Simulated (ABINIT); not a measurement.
Runs of ABINIT 10.8.3 (patched build) on CaO. The structure is cubic, space group Fm-3m (No. 225). The conventional cell has a = 4.807 Å, b = 4.807 Å, c = 4.807 Å, α = 90.00°, β = 90.00°, γ = 90.00°. Ca (site symmetry m-3m) is surrounded by 6 O at 2.40 Å. O (site symmetry m-3m) is surrounded by 6 Ca at 2.40 Å. The cell is a database's computed one.

```tsv
task	level	potentials or basis	k mesh	cutoff (eV)	fine-grid cutoff	gap on the mesh (eV)	pressure (GPa)	V0 of scaled cells (Å³/atom)	B0 (GPa)
equation of state	BP86+D2	JTH PAW PBE v2.0	10 × 10 × 10	626	1224.51 eV	-	-	13.31	122
single point	LDA	JTH PAW LDA v2.0	6 × 6 × 6	626	1224.51 eV	3.48	-7.1	-	-
band structure	LDA	PseudoDojo NC SR LDA v0.4.1 standard	10 × 10 × 10	1143	-	3.49	-7.3	-	-
band structure	PW91	JTH PAW PBE v2.0	10 × 10 × 10	626	1224.51 eV	3.66	0.8	-	-
band structure	SCAN	JTH PAW PBE v2.0	10 × 10 × 10	762	1360.57 eV	4.18	-2.1	-	-
equation of state	PBEsol	JTH PAW PBE v2.0	10 × 10 × 10	626	1224.51 eV	-	-	(a)	(b)
single point	LDA	JTH PAW LDA v2.0	8 × 8 × 8	626	1224.51 eV	3.48	-7.1	-	-
```

Alike in all rows: no spin polarisation; cell as given; smearing fermi-dirac 0.05 eV.

Q: Estimate the missing entries.

A: (a) 13.54; (b) 116.

Caveats: the PAW data sets were made with another functional, which shifts forces and pressure a little (some runs); pressures at fixed basis lie under the slope of the energies (some runs).

A k mesh can miss the band edges.

Runs at the PBE level aren't shown here.
